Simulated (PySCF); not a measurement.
Computed with delta-SCF UKS SCAN, pcX-2 on the ionised atom, pcseg-1 elsewhere, spin-free X2C in PySCF. Geometries: PBE0-D3(BJ)/def2-SVP; isolated species, one conformer each. Values against the vacuum level.

Problem. Rank by computed C 1s binding energy, lowest first.
A. C4 in `[CH3:1][CH2:2]/[CH:3]=[CH:4]\[Cl:5]`
B. C2 in `[CH2:1]=[CH:2][CH2:3][CH2:4][Cl:5]`
C. C4 in `[CH3:1][C@@H:2]1[CH2:3][C@H:4]1[Cl:5]`

Solution. B (290.89 eV), A (291.70 eV), C (292.05 eV).

The highest is bonded to Cl, 2 C and H, the lowest to C (double bond), C and H; the range is 1.16 eV.

---

Computed with delta-SCF UKS SCAN, pcX-2 on the ionised atom, pcseg-1 elsewhere, spin-free X2C in PySCF 2.14.0. Geometries: PBE0-D3(BJ)/def2-SVP; isolated species, one conformer each. Values against the vacuum level.

Task: Order these sites by rising C 1s binding energy.
A. C2 in `[F:1][CH2:2][c+:3]1[cH:4][cH:5]1`
B. C6 in `[O:1]=[CH:2][O:3][SiH2:4][N:5]1[CH2:6][CH2:7][CH2:8][CH2:9]1`
C. C1 in `[CH2:1]1[CH2:2][CH2:3][NH:4][CH2:5]1`

Result: C (290.41 eV), B (291.52 eV), A (299.69 eV).

The highest is bonded to F, C and 2 H in a species of charge +1, the lowest to 2 C and 2 H; the range is 9.28 eV.
